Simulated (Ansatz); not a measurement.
# CuO (C2/c): one cell, many starting occupations (series 2), part 1 of 2

DFT+U has many self-consistent solutions. How far apart do the states of CuO (C2/c) lie when only the starting occupations change? Cell and atoms stay fixed.

Computed with Ansatz 0.2.0 (DFT PBE+U (U_eff = 7 eV on Cu d), plane waves, PAW, unless a step's input says otherwise).

### Step 1. Starting point

The structure is monoclinic, space group C2/c (No. 15). Conventional cell: a = 4.684 Å, b = 3.423 Å, c = 5.129 Å, α = 90.00°, β = 99.54°, γ = 90.00°. Around Cu (site symmetry -1) lie 4 O at 1.95 to 1.96 Å. Around O (site symmetry 2) lie 4 Cu at 1.95 to 1.96 Å.

Structure file:

```xyz
4
Lattice="2.3418 -1.7113 0.0000 2.3418 1.7113 0.0000 -0.8500 0.0000 5.0579" Properties=species:S:1:pos:R:3 pbc="T T T"
Cu    1.1709    0.8556    0.0000
Cu    0.7459   -0.8556    2.5289
O     2.1293   -0.2793    1.2645
O     1.7043    0.2793    3.7934
```

Magnetic order typed: opposed in the cell.

The runs: random orbitals: single harmonics, second filling; random orbitals: fully mixed, first filling; random orbitals: single harmonics, first filling; random orbitals: fully mixed, one electron more; random orbitals: drawn by pairs, second filling.

An earlier series on this cell reached its lowest free state from «random orbitals: drawn by pairs, first filling», perhaps among other starts.

### Step 2. Random orbitals: single harmonics, second filling

Contents of input.yaml:

```yaml
crystal:
  lattice:
    - [2.34184962, -1.71129972, 0.0]
    - [2.34184962, 1.71129972, 0.0]
    - [-0.85002986, 0.0, 5.05786919]
  atoms:
    - { symbol: Cu, position: [0.0, 0.5, 0.0], spin: 1.0 }
    - { symbol: Cu, position: [0.5, 0.0, 0.5], spin: -1.0 }
    - { symbol: O, position: [0.5816, 0.4184, 0.25] }
    - { symbol: O, position: [0.4184, 0.5816, 0.75] }
basis:
  ecutwfc: 420
  ecutrho_ratio: 4
kpoints:
  mp_grid: { grid: [7, 7, 4] }
hamiltonian:
  xc: pbe
  hubbard:
    sites:
      - { site: 0, l: d, u_eff: 7.0, starting_ns: [{ spin: up, occupation_matrix: s0up }, { spin: down, occupation_matrix: s0down }] }
      - { site: 1, l: d, u_eff: 7.0, starting_ns: [{ spin: up, occupation_matrix: s1up }, { spin: down, occupation_matrix: s1down }] }
    occupation_matrices:
      s0up:
        matrix:
          - [0.97, 0.0, 0.0, 0.0, 0.0]
          - [0.0, 0.97, 0.0, 0.0, 0.0]
          - [0.0, 0.0, 0.97, 0.0, 0.0]
          - [0.0, 0.0, 0.0, 0.97, 0.0]
          - [0.0, 0.0, 0.0, 0.0, 0.97]
      s0down:
        matrix:
          - [0.97, 0.0, 0.0, 0.0, 0.0]
          - [0.0, 0.97, 0.0, 0.0, 0.0]
          - [0.0, 0.0, 0.97, 0.0, 0.0]
          - [0.0, 0.0, 0.0, 0.02, 0.0]
          - [0.0, 0.0, 0.0, 0.0, 0.97]
      s1up:
        matrix:
          - [0.97, 0.0, 0.0, 0.0, 0.0]
          - [0.0, 0.97, 0.0, 0.0, 0.0]
          - [0.0, 0.0, 0.97, 0.0, 0.0]
          - [0.0, 0.0, 0.0, 0.02, 0.0]
          - [0.0, 0.0, 0.0, 0.0, 0.97]
      s1down:
        matrix:
          - [0.97, 0.0, 0.0, 0.0, 0.0]
          - [0.0, 0.97, 0.0, 0.0, 0.0]
          - [0.0, 0.0, 0.97, 0.0, 0.0]
          - [0.0, 0.0, 0.0, 0.97, 0.0]
          - [0.0, 0.0, 0.0, 0.0, 0.97]
    ns_hold: { iters: 12 }
scf:
  occupations: { method: gaussian, width: 0.05 }
  lower_state_search: "off"
  max_iter: 150
output:
  forces: true
  stress: true
  eigenvalues: true
  populations: true
  hubbard: { sites: [{ site: 0, l: d }, { site: 1, l: d }] }
magnetization:
  spin_polarized: true
```

The typed matrices put 0.97 on the chosen orbitals and 0.02 on the others, and are held for 12 cycles.

The run is started by

```bash
$ ansatz run input.yaml --threads 2 --pin off --max-ram 3072MiB --backend cpu --events-out ev --progress --plain --runs-dir out
```

Standard output (excerpt; [...] marks lines left out):

```text
Warning: RAYON_NUM_THREADS=2 ignored (pool sized by the plan → 2); use --threads N
Cu: projections on atomic orbitals take those of the free atom [Ne] 3s2 3p6 3d10 4s1, of charge +0.00 (hamiltonian.pseudopotentials.projection_atoms); the dataset's partial waves leave at most 2.0e-6 of an orbital's norm unspanned inside its sphere
O: projections on atomic orbitals take those of the free atom [He] 2s2 2p4, of charge +0.00 (hamiltonian.pseudopotentials.projection_atoms); the dataset's partial waves leave at most 1.9e-8 of an orbital's norm unspanned inside its sphere
[...]
Pseudopotentials: kind: paw
Pseudopotential: Cu, paw, valence charge 19, recommended cutoff 420 eV (normal), Cu.paw.azcp
Pseudopotential: O, paw, valence charge 6, recommended cutoff 420 eV (normal), O.paw.azcp
Functional definition: PBE
[...]
Crystal: 4 atoms, lattice volume = 40.540 Å³
Basis set: ecut = 420 eV, 787 PW (Γ), exchange–correlation on 40×40×72 points (8 copies of the dense FFT grid, shifted against one another)
Bands: 32, of which v1, the nominal top of the filled ones, is band 25 counted from 1 (24 counted from 0)
Symmetry: 2 space group operations
Space group: P-1 (ITA 2), of the structure as read, at distance tolerance 3.4e-5 Å
Magnetic group: BNS 15.89 (UNI 96), of the structure as read, at distance tolerance 3.4e-5 Å
k-points: 99 of 196
[...]
Starting moments: Σ|m| = 2 μB on 2 of 4 sites
Starting magnetic order: altermagnet, d-wave, bulk spin-momentum locking; spin-degenerate plane through Γ normal to [1 -1 0] of the run's lattice
[...]
WARN: hamiltonian.hubbard: on 2 of 4 specified blocks the occupation matrix of this SCF's result fails the test of the specified filling. At site 0 ↓ (sites count from 0 in the list of atoms of the cell that this SCF solves) the least filled combination of the orbitals specified full has [...]
--- Stress (GPa, compression-positive) ---
        8.367133       0.000060      -0.888708
        0.000040       7.737484      -0.000090
       -0.888837      -0.000090       9.696907
  P = ⅓ Tr σ = 8.6005 GPa (86.005 kbar)
--- Band table (eV; the first three rows and the last of 198) ---
[...]
Occupation matrices written to <dir>
--- Löwdin populations: 4 sites ---
  site symbol       q [e]    m [muB]
     0     Cu     17.9294     0.5448
     1     Cu     17.9294    -0.5448
     2      O      6.9560     0.0000
     3      O      6.9560     0.0000
  spilling = 0.004585 (of n_electrons = 50.000000)
--- Occupation matrices: 2 shells (run DFT+U table (all-electron-ortho-atomic); ε = 8.59e-3) ---
  Cu0 d_3D: site group Ci (-1)
  Cu0 d_3D up     Tr n = 4.9631  λ = 0.984 0.987 0.997 0.997 0.998  [2× xy 0.36 Ag(1.00) | 3× z2 0.30 Ag(1.00)]
  Cu0 d_3D dn     Tr n = 4.4008  λ = 0.421 0.984 0.998 0.998 0.999  [xz 0.61 Ag(1.00) | xy 0.72 Ag(1.00) | 3× z2 0.30 Ag(1.00)]
  specified occupation → Cu0 d_3D up: matrix, ‖Δ‖_F = 0.0522, Tr Δ = -0.1131, displaced = 0.0566, d_λ = 0.0522; orbital distance = 0.0000
  specified occupation → Cu0 d_3D dn: matrix, ‖Δ‖_F = 1.0908, Tr Δ = -0.5008, displaced = 0.7760, d_λ = 0.4047; orbital distance = 1.3689
  Cu1 d_3D: site group Ci (-1)
  Cu1 d_3D up     Tr n = 4.4007  λ = 0.421 0.984 0.998 0.998 0.999  [xz 0.61 Ag(1.00) | xy 0.72 Ag(1.00) | 3× z2 0.30 Ag(1.00)]
  Cu1 d_3D dn     Tr n = 4.9631  λ = 0.984 0.987 0.997 0.997 0.998  [2× xy 0.36 Ag(1.00) | 3× z2 0.30 Ag(1.00)]
  specified occupation → Cu1 d_3D up: matrix, ‖Δ‖_F = 1.0908, Tr Δ = -0.5007, displaced = 0.7760, d_λ = 0.4047; orbital distance = 1.3689
  specified occupation → Cu1 d_3D dn: matrix, ‖Δ‖_F = 0.0522, Tr Δ = -0.1131, displaced = 0.0566, d_λ = 0.0522; orbital distance = 0.0000
  Tr n, λ and their labels are of the run-group-symmetrised matrices; stabiliser: 4 of 8 elements of G0×{1,Θ} (closed), max defect 2.6e-5 at τ = 1.8e-3
```

Wall time 30 s (2 threads of Arm Neoverse V2, shared host); peak memory 0.52 GiB.

End state: a gap on the mesh of 0.81 eV, pressure 8.6 GPa, moments in spheres Cu 0.60, -0.60 μB, largest force component 0.04 eV/Å, 2 symmetry operations imposed. The program reports that the typed filling wasn't kept.

How the shells are filled (orbitals counted by the eigenvalues of the occupation matrices):

| shell | channel | electrons | over 0.8 | 0.2 to 0.8 | under 0.2 |
| --- | --- | --- | --- | --- | --- |
| Cu 3d (atom 1) | up | 4.96 | 5 | 0 | 0 |
| Cu 3d (atom 1) | down | 4.40 | 4 | 1 | 0 |
| Cu 3d (atom 2) | up | 4.40 | 4 | 1 | 0 |
| Cu 3d (atom 2) | down | 4.96 | 5 | 0 | 0 |

### Step 3. Random orbitals: fully mixed, first filling

Edit input.yaml of step 2 so:

```diff
@@ -31,14 +31,14 @@
         matrix:
-          - [0.97, 0.0, 0.0, 0.0, 0.0]
-          - [0.0, 0.97, 0.0, 0.0, 0.0]
-          - [0.0, 0.0, 0.97, 0.0, 0.0]
-          - [0.0, 0.0, 0.0, 0.02, 0.0]
-          - [0.0, 0.0, 0.0, 0.0, 0.97]
+          - [0.96049, -0.03139, 0.04661, -0.05612, 0.05137]
+          - [-0.03139, 0.86641, 0.15381, -0.18521, 0.16951]
+          - [0.04661, 0.15381, 0.74161, 0.275, -0.2517]
+          - [-0.05612, -0.18521, 0.275, 0.63887, 0.30306]
+          - [0.05137, 0.16951, -0.2517, 0.30306, 0.69262]
       s1up:
         matrix:
-          - [0.97, 0.0, 0.0, 0.0, 0.0]
-          - [0.0, 0.97, 0.0, 0.0, 0.0]
-          - [0.0, 0.0, 0.97, 0.0, 0.0]
-          - [0.0, 0.0, 0.0, 0.02, 0.0]
-          - [0.0, 0.0, 0.0, 0.0, 0.97]
+          - [0.7597, -0.04474, 0.24162, 0.10291, 0.29084]
+          - [-0.04474, 0.96048, 0.05141, 0.0219, 0.06188]
+          - [0.24162, 0.05141, 0.6924, -0.11824, -0.33415]
+          - [0.10291, 0.0219, -0.11824, 0.91964, -0.14232]
+          - [0.29084, 0.06188, -0.33415, -0.14232, 0.56778]
       s1down:
@@ -50,3 +50,3 @@
           - [0.0, 0.0, 0.0, 0.0, 0.97]
-    ns_hold: { iters: 12 }
+    ns_hold: { iters: 5 }
 scf:
```

The typed matrices put 0.97 on the chosen orbitals and 0.02 on the others, and are held for 5 cycles.

The run is started by

```bash
$ ansatz run input.yaml --threads 2 --pin off --max-ram 3072MiB --backend cpu --events-out ev --progress --plain --runs-dir out
```

Standard output (excerpt; [...] marks lines left out):

```text
Warning: crystal.symmetry: narrowed to the stabiliser of the occupation matrices — unitary ops 2 → 2, anti-unitary 2 → 0; lowered by the specified shells (site 0, l: d), (site 1, l: d); largest admitted image defect 4.4e-16, smallest excluded 3.4e-1 — at a splitting's scale: the group the [...]
Warning: RAYON_NUM_THREADS=2 ignored (pool sized by the plan → 2); use --threads N
Cu: projections on atomic orbitals take those of the free atom [Ne] 3s2 3p6 3d10 4s1, of charge +0.00 (hamiltonian.pseudopotentials.projection_atoms); the dataset's partial waves leave at most 2.0e-6 of an orbital's norm unspanned inside its sphere
O: projections on atomic orbitals take those of the free atom [He] 2s2 2p4, of charge +0.00 (hamiltonian.pseudopotentials.projection_atoms); the dataset's partial waves leave at most 1.9e-8 of an orbital's norm unspanned inside its sphere
[...]
[... 4 set-up lines as earlier in the session ...]
[...]
Crystal: 4 atoms, lattice volume = 40.540 Å³
[...]
WARN: hamiltonian.hubbard: on 2 of 4 specified blocks the occupation matrix of this SCF's result fails the test of the specified filling. At site 0 ↓ (sites count from 0 in the list of atoms of the cell that this SCF solves) the least filled combination of the orbitals specified full has [...]
     3      O      6.9560    -0.0000
  spilling = 0.004585 (of n_electrons = 50.000000)
--- Occupation matrices: 2 shells (run DFT+U table (all-electron-ortho-atomic); ε = 1.54e-3) ---
  Cu0 d_3D: site group Ci (-1)
  Cu0 d_3D up     Tr n = 4.9631  λ = 0.984 0.987 0.997 0.997 0.998  [xy 0.72 Ag(1.00) | xz 0.53 Ag(1.00) | 3× z2 0.30 Ag(1.00)]
  Cu0 d_3D dn     Tr n = 4.4007  λ = 0.421 0.984 0.998 0.998 0.999  [xz 0.61 Ag(1.00) | xy 0.72 Ag(1.00) | 3× z2 0.30 Ag(1.00)]
  specified occupation → Cu0 d_3D up: matrix, ‖Δ‖_F = 0.0522, Tr Δ = -0.1131, displaced = 0.0566, d_λ = 0.0522; orbital distance = 0.0000
  specified occupation → Cu0 d_3D dn: matrix, ‖Δ‖_F = 0.9005, Tr Δ = -0.5007, displaced = 0.6391, d_λ = 0.4047; orbital distance = 1.0937
  Cu1 d_3D: site group Ci (-1)
  Cu1 d_3D up     Tr n = 4.4007  λ = 0.421 0.984 0.998 0.998 0.999  [xz 0.61 Ag(1.00) | xy 0.72 Ag(1.00) | 3× z2 0.30 Ag(1.00)]
  Cu1 d_3D dn     Tr n = 4.9631  λ = 0.984 0.987 0.997 0.997 0.998  [xy 0.72 Ag(1.00) | xz 0.53 Ag(1.00) | 3× z2 0.30 Ag(1.00)]
  specified occupation → Cu1 d_3D up: matrix, ‖Δ‖_F = 1.0950, Tr Δ = -0.5007, displaced = 0.7796, d_λ = 0.4047; orbital distance = 1.3760
  specified occupation → Cu1 d_3D dn: matrix, ‖Δ‖_F = 0.0522, Tr Δ = -0.1131, displaced = 0.0566, d_λ = 0.0522; orbital distance = 0.0000
  Tr n, λ and their labels are of the run-group-symmetrised matrices; stabiliser: 4 of 8 elements of G0×{1,Θ} (closed), max defect 2.6e-5 at τ = 3.3e-4
```

Run time: 23 s. Hardware: 2 threads of Arm Neoverse V2, shared host; peak memory 0.52 GiB.

End state: a gap on the mesh of 0.81 eV, pressure 8.6 GPa, moments in spheres Cu 0.60, -0.60 μB, largest force component 0.04 eV/Å, 2 symmetry operations imposed. The program reports that the typed filling wasn't kept.

How the shells are filled (orbitals counted by the eigenvalues of the occupation matrices):

| shell | channel | electrons | over 0.8 | 0.2 to 0.8 | under 0.2 |
| --- | --- | --- | --- | --- | --- |
| Cu 3d (atom 1) | up | 4.96 | 5 | 0 | 0 |
| Cu 3d (atom 1) | down | 4.40 | 4 | 1 | 0 |
| Cu 3d (atom 2) | up | 4.40 | 4 | 1 | 0 |
| Cu 3d (atom 2) | down | 4.96 | 5 | 0 | 0 |

### Step 4. Random orbitals: single harmonics, first filling

Edit input.yaml of step 3 so:

```diff
@@ -31,14 +31,14 @@
         matrix:
-          - [0.96049, -0.03139, 0.04661, -0.05612, 0.05137]
-          - [-0.03139, 0.86641, 0.15381, -0.18521, 0.16951]
-          - [0.04661, 0.15381, 0.74161, 0.275, -0.2517]
-          - [-0.05612, -0.18521, 0.275, 0.63887, 0.30306]
-          - [0.05137, 0.16951, -0.2517, 0.30306, 0.69262]
+          - [0.02, 0.0, 0.0, 0.0, 0.0]
+          - [0.0, 0.97, 0.0, 0.0, 0.0]
+          - [0.0, 0.0, 0.97, 0.0, 0.0]
+          - [0.0, 0.0, 0.0, 0.97, 0.0]
+          - [0.0, 0.0, 0.0, 0.0, 0.97]
       s1up:
         matrix:
-          - [0.7597, -0.04474, 0.24162, 0.10291, 0.29084]
-          - [-0.04474, 0.96048, 0.05141, 0.0219, 0.06188]
-          - [0.24162, 0.05141, 0.6924, -0.11824, -0.33415]
-          - [0.10291, 0.0219, -0.11824, 0.91964, -0.14232]
-          - [0.29084, 0.06188, -0.33415, -0.14232, 0.56778]
+          - [0.02, 0.0, 0.0, 0.0, 0.0]
+          - [0.0, 0.97, 0.0, 0.0, 0.0]
+          - [0.0, 0.0, 0.97, 0.0, 0.0]
+          - [0.0, 0.0, 0.0, 0.97, 0.0]
+          - [0.0, 0.0, 0.0, 0.0, 0.97]
       s1down:
@@ -50,3 +50,3 @@
           - [0.0, 0.0, 0.0, 0.0, 0.97]
-    ns_hold: { iters: 5 }
+    ns_hold: { iters: 12 }
 scf:
```

The typed matrices put 0.97 on the chosen orbitals and 0.02 on the others, and are held for 12 cycles.

The run is started by

```bash
$ ansatz run input.yaml --threads 2 --pin off --max-ram 3072MiB --backend cpu --events-out ev --progress --plain --runs-dir out
```

Standard output (excerpt; [...] marks lines left out):

```text
Warning: RAYON_NUM_THREADS=2 ignored (pool sized by the plan → 2); use --threads N
Cu: projections on atomic orbitals take those of the free atom [Ne] 3s2 3p6 3d10 4s1, of charge +0.00 (hamiltonian.pseudopotentials.projection_atoms); the dataset's partial waves leave at most 2.0e-6 of an orbital's norm unspanned inside its sphere
O: projections on atomic orbitals take those of the free atom [He] 2s2 2p4, of charge +0.00 (hamiltonian.pseudopotentials.projection_atoms); the dataset's partial waves leave at most 1.9e-8 of an orbital's norm unspanned inside its sphere
[...]
[... 4 set-up lines as earlier in the session ...]
[...]
Crystal: 4 atoms, lattice volume = 40.540 Å³
Basis set: ecut = 420 eV, 787 PW (Γ), exchange–correlation on 40×40×72 points (8 copies of the dense FFT grid, shifted against one another)
Bands: 32, of which v1, the nominal top of the filled ones, is band 25 counted from 1 (24 counted from 0)
[... 1 set-up line as earlier in the session ...]
[...]
WARN: the starting moments were not kept: the SCF closed with an absolute magnetisation of 3.3e-6 μB, where they sum to 2 μB in size (2 sites). That is at most 0.1 of that sum. Measured as dr2_m measures the in/out step, that magnetisation stands 1.2e-11 eV from none, at or under the [...]
WARN: hamiltonian.hubbard: on 2 of 4 specified blocks the occupation matrix of this SCF's result fails the test of the specified filling. At site 0 ↓ (sites count from 0 in the list of atoms of the cell that this SCF solves) the least filled combination of the orbitals specified full has [...]
  Cu0 d_3D: site group Ci (-1)
  Cu0 d_3D up     Tr n = 4.7766  λ = 0.808 0.980 0.995 0.997 0.997  [xz 0.60 Ag(1.00) | xy 0.76 Ag(1.00) | x2-y2 0.88 Ag(1.00) | yz 0.53 Ag(1.00) | z2 0.72 Ag(1.00)]
  Cu0 d_3D dn     Tr n = 4.7766  λ = 0.808 0.980 0.995 0.997 0.997  [xz 0.60 Ag(1.00) | xy 0.76 Ag(1.00) | x2-y2 0.88 Ag(1.00) | yz 0.53 Ag(1.00) | z2 0.72 Ag(1.00)]
  specified occupation → Cu0 d_3D up: matrix, ‖Δ‖_F = 0.1688, Tr Δ = +0.0734, displaced = 0.1255, d_λ = 0.1688; orbital distance = 0.0000
  specified occupation → Cu0 d_3D dn: matrix, ‖Δ‖_F = 0.9898, Tr Δ = -0.8766, displaced = 0.6005, d_λ = 0.7892; orbital distance = 1.4142
  Cu1 d_3D: site group Ci (-1)
  Cu1 d_3D up     Tr n = 4.7766  λ = 0.808 0.980 0.995 0.997 0.997  [xz 0.60 Ag(1.00) | xy 0.76 Ag(1.00) | x2-y2 0.88 Ag(1.00) | yz 0.53 Ag(1.00) | z2 0.72 Ag(1.00)]
  Cu1 d_3D dn     Tr n = 4.7766  λ = 0.808 0.980 0.995 0.997 0.997  [xz 0.60 Ag(1.00) | xy 0.76 Ag(1.00) | x2-y2 0.88 Ag(1.00) | yz 0.53 Ag(1.00) | z2 0.72 Ag(1.00)]
  specified occupation → Cu1 d_3D up: matrix, ‖Δ‖_F = 0.9898, Tr Δ = -0.8766, displaced = 0.6005, d_λ = 0.7892; orbital distance = 1.4142
  specified occupation → Cu1 d_3D dn: matrix, ‖Δ‖_F = 0.1688, Tr Δ = +0.0734, displaced = 0.1255, d_λ = 0.1688; orbital distance = 0.0000
  Tr n, λ and their labels are of the run-group-symmetrised matrices; stabiliser: 8 of 8 elements of G0×{1,Θ} (closed), max defect 2.3e-6 at τ = 1.9e-5
```

Caution: the run may have ended on a state that is not the lowest.

Run time: 30 s. Hardware: 2 threads of Arm Neoverse V2, shared host; peak memory 0.52 GiB.

End state: no gap, pressure 9.5 GPa, no moment over 0.05 μB in any sphere, largest force component 0.13 eV/Å, 2 symmetry operations imposed. The program reports that the typed filling wasn't kept. It flags that the state may be a saddle point.

The shells' filling, with natural orbitals sorted by occupation:

| shell | channel | electrons | over 0.8 | 0.2 to 0.8 | under 0.2 |
| --- | --- | --- | --- | --- | --- |
| Cu 3d (atom 1) | up | 4.78 | 5 | 0 | 0 |
| Cu 3d (atom 1) | down | 4.78 | 5 | 0 | 0 |

### Step 5. Random orbitals: fully mixed, one electron more

Edit input.yaml of step 4 so:

```diff
@@ -6,4 +6,4 @@
   atoms:
-    - { symbol: Cu, position: [0.0, 0.5, 0.0], spin: 1.0 }
-    - { symbol: Cu, position: [0.5, 0.0, 0.5], spin: -1.0 }
+    - { symbol: Cu, position: [0.0, 0.5, 0.0], spin: 0.3 }
+    - { symbol: Cu, position: [0.5, 0.0, 0.5], spin: -0.3 }
     - { symbol: O, position: [0.5816, 0.4184, 0.25] }
@@ -31,3 +31,3 @@
         matrix:
-          - [0.02, 0.0, 0.0, 0.0, 0.0]
+          - [0.97, 0.0, 0.0, 0.0, 0.0]
           - [0.0, 0.97, 0.0, 0.0, 0.0]
@@ -38,3 +38,3 @@
         matrix:
-          - [0.02, 0.0, 0.0, 0.0, 0.0]
+          - [0.97, 0.0, 0.0, 0.0, 0.0]
           - [0.0, 0.97, 0.0, 0.0, 0.0]
@@ -50,3 +50,3 @@
           - [0.0, 0.0, 0.0, 0.0, 0.97]
-    ns_hold: { iters: 12 }
+    ns_hold: { iters: 5 }
 scf:
```

At this filling each channel is wholly full or empty, so no choice of orbitals remains. The typed matrices put 0.97 on the chosen orbitals and 0.02 on the others, and are held for 5 cycles.

The run is started by

```bash
$ ansatz run input.yaml --threads 2 --pin off --max-ram 3072MiB --backend cpu --events-out ev --progress --plain --runs-dir out
```

Standard output (excerpt; [...] marks lines left out):

```text
Warning: RAYON_NUM_THREADS=2 ignored (pool sized by the plan → 2); use --threads N
Cu: projections on atomic orbitals take those of the free atom [Ne] 3s2 3p6 3d10 4s1, of charge +0.00 (hamiltonian.pseudopotentials.projection_atoms); the dataset's partial waves leave at most 2.0e-6 of an orbital's norm unspanned inside its sphere
O: projections on atomic orbitals take those of the free atom [He] 2s2 2p4, of charge +0.00 (hamiltonian.pseudopotentials.projection_atoms); the dataset's partial waves leave at most 1.9e-8 of an orbital's norm unspanned inside its sphere
[...]
[... 4 set-up lines as earlier in the session ...]
[...]
Crystal: 4 atoms, lattice volume = 40.540 Å³
Basis set: ecut = 420 eV, 787 PW (Γ), exchange–correlation on 40×40×72 points (8 copies of the dense FFT grid, shifted against one another)
[...]
WARN: the starting moments were not kept: the SCF closed with an absolute magnetisation of 1.8e-5 μB, where they sum to 0.6 μB in size (2 sites). That is at most 0.1 of that sum. Measured as dr2_m measures the in/out step, that magnetisation stands 2.6e-10 eV from none, at or under the [...]
  Cu0 d_3D dn     Tr n = 4.7766  λ = 0.808 0.980 0.995 0.997 0.997  [xz 0.60 Ag(1.00) | xy 0.76 Ag(1.00) | x2-y2 0.88 Ag(1.00) | yz 0.53 Ag(1.00) | z2 0.72 Ag(1.00)]
  specified occupation → Cu0 d_3D up: matrix, ‖Δ‖_F = 0.1688, Tr Δ = +0.0733, displaced = 0.1255, d_λ = 0.1688; orbital distance = 0.0000
  specified occupation → Cu0 d_3D dn: matrix, ‖Δ‖_F = 0.1688, Tr Δ = +0.0734, displaced = 0.1255, d_λ = 0.1688; orbital distance = 0.0000
  Cu1 d_3D: site group Ci (-1)
  Cu1 d_3D up     Tr n = 4.7767  λ = 0.808 0.980 0.995 0.997 0.997  [xz 0.60 Ag(1.00) | xy 0.76 Ag(1.00) | x2-y2 0.88 Ag(1.00) | yz 0.53 Ag(1.00) | z2 0.72 Ag(1.00)]
  Cu1 d_3D dn     Tr n = 4.7766  λ = 0.808 0.980 0.995 0.997 0.997  [xz 0.60 Ag(1.00) | xy 0.76 Ag(1.00) | x2-y2 0.88 Ag(1.00) | yz 0.53 Ag(1.00) | z2 0.72 Ag(1.00)]
  specified occupation → Cu1 d_3D up: matrix, ‖Δ‖_F = 0.1688, Tr Δ = +0.0733, displaced = 0.1255, d_λ = 0.1688; orbital distance = 0.0000
  specified occupation → Cu1 d_3D dn: matrix, ‖Δ‖_F = 0.1688, Tr Δ = +0.0734, displaced = 0.1255, d_λ = 0.1688; orbital distance = 0.0000
  Tr n, λ and their labels are of the run-group-symmetrised matrices; stabiliser: 8 of 8 elements of G0×{1,Θ} (closed), max defect 9.5e-6 at τ = 7.1e-5
```

Caution: the run may have ended on a state that is not the lowest.

Run time: 18 s. Hardware: 2 threads of Arm Neoverse V2, shared host; peak memory 0.51 GiB.

Result: no gap, pressure 9.5 GPa, no moment over 0.05 μB in any sphere, largest force component 0.13 eV/Å, 2 symmetry operations imposed. It flags that the state may be a saddle point.

How the shells are filled (orbitals counted by the eigenvalues of the occupation matrices):

| shell | channel | electrons | over 0.8 | 0.2 to 0.8 | under 0.2 |
| --- | --- | --- | --- | --- | --- |
| Cu 3d (atom 1) | up | 4.78 | 5 | 0 | 0 |
| Cu 3d (atom 1) | down | 4.78 | 5 | 0 | 0 |

(Continued in part 2 of 2.)
